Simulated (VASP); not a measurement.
# Rb, surface energy: which settings are enough?

Rb, slab, 3 atoms in the cell. PBE; PAW potentials Rb_sv (PBE set). VASP 6.6.1.

Wanted: surface energy, atoms not relaxed within 0.02 J/m²; face levels within 0.04 eV.

Crystal: Rb, Im-3m; Face: (1 1 0); Starting cell: bulk cell relaxed first with the same functional.

Face levels: vacuum level at each face, counted from the Fermi level.

The series start from vacuum (Å): 12; k spacing (1/Å): 0.25; Smearing SIGMA (eV): 0.1; Cutoff ENCUT (eV): 290; SCF threshold EDIFF (eV): 1e-6; PREC: Accurate; ALGO: Normal; atomic planes: 3. Each series keeps the choices made before it, and each single choice may use up half of a tolerance. Times cover all steps of a run.

## Vacuum (Å)

| Vacuum (Å) | Surface energy, atoms not relaxed (J/m²) | Face levels, largest deviation (eV) | Time (s) |
|---|---|---|---|
| 5 | 0.048 | 0.086 | 34 |
| 7 | 0.061 | 0.149 | 41 |
| 9 | 0.072 | 0.040 | 50 |
| 12 | 0.074 | 0.013 | 57 |
| 15 | 0.075 | 0.027 | 67 |
| 20 (reference) | 0.075 | 0.000 | 80 |

Chosen: 20; the next looser run is off by more than half of the tolerance, so convergence isn't shown beyond this value.

## k spacing (1/Å)

| k spacing (1/Å) | Surface energy, atoms not relaxed (J/m²) | Face levels, largest deviation (eV) | Time (s) |
|---|---|---|---|
| 0.6 | 0.086 | 0.034 | 32 |
| 0.45 | 0.091 | 0.059 | 44 |
| 0.35 | 0.091 | 0.059 | 42 |
| 0.25 | 0.075 | 0.015 | 80 |
| 0.2 | 0.083 | 0.053 | 61 |
| 0.15 | 0.082 | 0.016 | 101 |
| 0.12 (reference) | 0.084 | 0.000 | 128 |

Chosen: 0.15, the loosest value from which every tighter one stays within half of the tolerance.

## Smearing SIGMA (eV)

| Smearing SIGMA (eV) | Surface energy, atoms not relaxed (J/m²) | Face levels, largest deviation (eV) | Time (s) |
|---|---|---|---|
| 0.4 | 0.081 | 0.006 | 119 |
| 0.3 | 0.082 | 0.003 | 118 |
| 0.2 | 0.082 | 0.008 | 106 |
| 0.1 | 0.082 | 0.013 | 101 |
| 0.05 (reference) | 0.082 | 0.000 | 103 |

Chosen: 0.4.

## Cutoff ENCUT (eV)

| Cutoff ENCUT (eV) | Surface energy, atoms not relaxed (J/m²) | Face levels, largest deviation (eV) | Time (s) |
|---|---|---|---|
| 180 | 0.081 | 0.003 | 54 |
| 220 | 0.081 | 0.001 | 67 |
| 250 | 0.081 | 0.001 | 101 |
| 290 | 0.081 | 0.000 | 119 |
| 330 | 0.081 | 0.001 | 163 |
| 400 (reference) | 0.081 | 0.000 | 182 |

Chosen: 180.

## SCF threshold EDIFF (eV)

| SCF threshold EDIFF (eV) | Surface energy, atoms not relaxed (J/m²) | Face levels, largest deviation (eV) | Time (s) |
|---|---|---|---|
| 0.001 | 0.080 | 0.119 | 30 |
| 0.0001 | 0.081 | 0.050 | 35 |
| 1e-5 | 0.081 | 0.004 | 47 |
| 1e-6 | 0.081 | 0.000 | 54 |
| 1e-7 (reference) | 0.081 | 0.000 | 64 |

Chosen: 1e-5.

## PREC

| PREC | Surface energy, atoms not relaxed (J/m²) | Face levels, largest deviation (eV) | Time (s) |
|---|---|---|---|
| Accurate | 0.081 | 0.000 | 47 |
| Normal | 0.080 | 0.040 | 19 |

Chosen: Accurate; no other choice that stays within half of the tolerance saves 30 % of the time.

## ALGO

| ALGO | Surface energy, atoms not relaxed (J/m²) | Face levels, largest deviation (eV) | Time (s) |
|---|---|---|---|
| Normal | 0.081 | 0.000 | 47 |
| Fast | 0.081 | 0.000 | 45 |
| All | 0.081 | 0.004 | 45 |

Chosen: Normal.

## Atomic planes

| Atomic planes | Surface energy, atoms not relaxed (J/m²) | Face levels, largest deviation (eV) | Time (s) |
|---|---|---|---|
| 2 | 0.079 | 0.035 | 34 |
| 3 | 0.081 | 0.011 | 47 |
| 4 | 0.081 | 0.003 | 56 |
| 5 (reference) | 0.081 | 0.000 | 73 |

Chosen: 3.

## All choices together

| Input | Surface energy, atoms not relaxed (J/m²) | Face levels, largest deviation (eV) | Time (s) |
|---|---|---|---|
| program defaults, thin vacuum, coarse mesh (naive) | 0.093 | 0.193 | 6.8 |
| chosen settings | 0.081 | 0.026 | 47 |
| reference settings throughout | 0.083 | 0.000 | 433 |

The chosen settings stay within the tolerance of the reference run, but the reference itself isn't shown to be converged in: vacuum (Å).

Values of the reference run: Face levels: 2.229, 2.229 eV.

## The input

INCAR.step1:
```
PREC = Accurate
ENCUT = 180
EDIFF = 1E-5
ISMEAR = 1
SIGMA = 0.4
LREAL = False
LASPH = True
ALGO = Normal
NELM = 120
LWAVE = False
LCHARG = False
GGA = PE
KPAR = 4
```

INCAR.step2, as INCAR.step1 but for:
```
+ LVHAR = True
+ LVACPOTAV = True
+ LDIPOL = True
+ IDIPOL = 3
+ DIPOL = 0.5 0.5 0.5
```

KPOINTS.step1:
```
Automatic mesh
0
Gamma
  10 10 14
  0 0 0
```

KPOINTS.step2:
```
Automatic mesh
0
Gamma
  10 10 1
  0 0 0
```

POSCAR.step1:
```
Rb
1.0
    4.8980840682      0.0000000000      0.0000000000
   -1.6326946894      4.6179579459      0.0000000000
    1.6326946894      2.3089789729      3.9992688948
Rb
1
Direct
    0.0000000000      0.0000000000      0.0000000000
```

POSCAR.step2:
```
Rb
1.0
    4.8980840682      0.0000000000      0.0000000000
   -1.6326946894      4.6179579459      0.0000000000
    0.0000000000      0.0000000000     27.9985377889
Rb
3
Direct
    0.2500000000      0.2500000000      0.3571615088
    0.7500000000      0.7500000000      0.5000000000
    0.2500000000      0.2500000000      0.6428384912
```

Commands (each step's output is kept before the next begins):
```
cat potpaw_PBE.64/Rb_sv/POTCAR > POTCAR
cp INCAR.step1 INCAR
cp KPOINTS.step1 KPOINTS
cp POSCAR.step1 POSCAR
mpirun -np 4 vasp_std > vasp.out
rm WAVECAR CHG
cp INCAR.step2 INCAR
cp KPOINTS.step2 KPOINTS
cp POSCAR.step2 POSCAR
mpirun -np 4 vasp_std > vasp.out
```

Limits: The atoms keep their starting positions, so the number serves for convergence, not as the relaxed result.

The chosen input took VASP 6.6.1 47 s on 4 cores (Intel Xeon Platinum 8488C (Sapphire Rapids)), a shared host.

## An input that fails: too few electronic steps

The electronic loop stops at its limit of 8 steps.

Changes against the starting input:
```
(step 2)
- NELM = 120
+ NELM = 8
```
